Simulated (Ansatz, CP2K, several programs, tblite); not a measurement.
Energy against volume for a 2-atom cell of BeSe started from a crystallographic database, at fixed shape and fractional coordinates, computed by several methods (PBE and r2SCAN, where shown, with plane waves in Ansatz); the cell shown is that of r2SCAN. It is cubic, F-43m (No. 216); a = 5.162 Å in the conventional setting, 17.19 Å³ an atom. Around Be lie 4 Se at 2.24 Å; around Se lie 4 Be at 2.24 Å. The values are computed, spin-unpolarised, and not measurements. Energies count from each curve's lowest point; fits are third-order Birch-Murnaghan.

```
Be Se
1.0
     0.00000    2.58104    2.58104
     2.58104    0.00000    2.58104
     2.58104    2.58104    0.00000
Be Se
1 1
Direct
  0.00000 0.00000 0.00000
  0.25000 0.25000 0.25000
```

PBE, on the shape of its own relaxed cell:
```csv
V (Å³/atom),E (meV/atom)
16.310,16.25
16.830,3.87
17.351,0.00
17.871,3.47
18.392,13.27
```
V₀ = 17.35 Å³ an atom and B₀ = 75 GPa.

GFN2-xTB (tblite), on the shape of the cell shown, as a cluster of 64 atoms at the zone centre:

| V (Å³/atom) | E (meV/atom) |
| --- | --- |
| 15.131 | 305.25 |
| 16.163 | 167.65 |
| 17.194 | 78.97 |
| 18.226 | 25.96 |
| 19.258 | 0.00 |

The lowest point is an end point, so the minimum isn't bracketed.

r2SCAN, on the shape of its own relaxed cell:
```tsv
V (Å³/atom)	E (meV/atom)
16.163	17.02
16.678	4.05
17.194	0.00
17.710	3.67
18.226	14.00
```
V₀ = 17.19 Å³ an atom and B₀ = 80 GPa.

Task: GFN1-xTB (tblite), on the shape of the cell shown, as a cluster of 64 atoms at the zone centre, gives

| V (Å³/atom) | E (meV/atom) |
| --- | --- |
| 15.131 | 74.91 |
| 16.163 | 14.22 |
| 17.194 | 0.00 |
| 18.226 | 19.24 |
| 19.258 | 62.70 |

What equilibrium volume and bulk modulus follow?

Result: V₀ = 17.06 Å³ an atom and B₀ = 89 GPa.

PBE/DZVP (CP2K), on the shape of the cell shown:
```tsv
V (Å³/atom)	E (meV/atom)
15.131	90.82
16.163	41.28
17.194	4.86
18.226	0.00
19.258	19.21
```
The points scatter about a smooth fit, a numerical artefact, so no fit is quoted.
